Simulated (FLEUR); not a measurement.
## MgS under changes of volume

One of the cells (22.670 Å³/atom); the others are scaled copies at fixed shape and fractional positions:

```
S Mg
1.0
     4.03462    0.00000    0.00000
    -2.01731    3.49409    0.00000
     0.00000    0.00000    6.43229
S Mg
2 2
Direct
  0.66667 0.33333 0.87924
  0.33333 0.66667 0.37924
  0.33333 0.66667 0.99575
  0.66667 0.33333 0.49575
```

The cell comes from a database or a generator and needn't be the stable form of this composition.

- Program: FLEUR MaX-R8.1 (later development tree)
- Functional: PBE
- Potentials or basis: all-electron
- Basis: FLAPW
- Kmax: 4.71 1/bohr
- k mesh: 8 × 8 × 4
- Occupations: fermi-dirac, width 0.05 eV
- Spin: no spin polarisation

| volume (Å³/atom) | energy over the lowest point (meV/atom) | gap on the mesh (eV) |
| --- | --- | --- |
| 21.309 | 27.32 | 3.75 |
| 21.763 | 14.71 | 3.64 |
| 22.216 | 6.20 | 3.54 |
| 22.670 | 1.41 | 3.44 |
| 23.123 | 0.00 | 3.34 |
| 23.576 | ? | ? |
| 24.030 | 6.03 | 3.15 |

Task: What does the run at 23.576 Å³/atom give?

Result: Energy over the lowest point 1.64 meV/atom; gap on the mesh 3.24 eV.

Worked out: A Birch-Murnaghan fit of order 3 (a polynomial in V^(-2/3)) to the other rows has its minimum at 23.10 Å³/atom with B0 = V·E''(V) = 55 GPa and B' = 4.0 at fixed shape and positions, which overstates the stiffness. It gives 1.62 meV/atom at 23.576 Å³/atom, against the run's 1.64. A straight line through the other rows of the gap, of slope -4.98 eV per unit of ln V (its deformation potential), gives 3.24 eV, against the run's 3.24.

Energies are extrapolated to zero smearing.
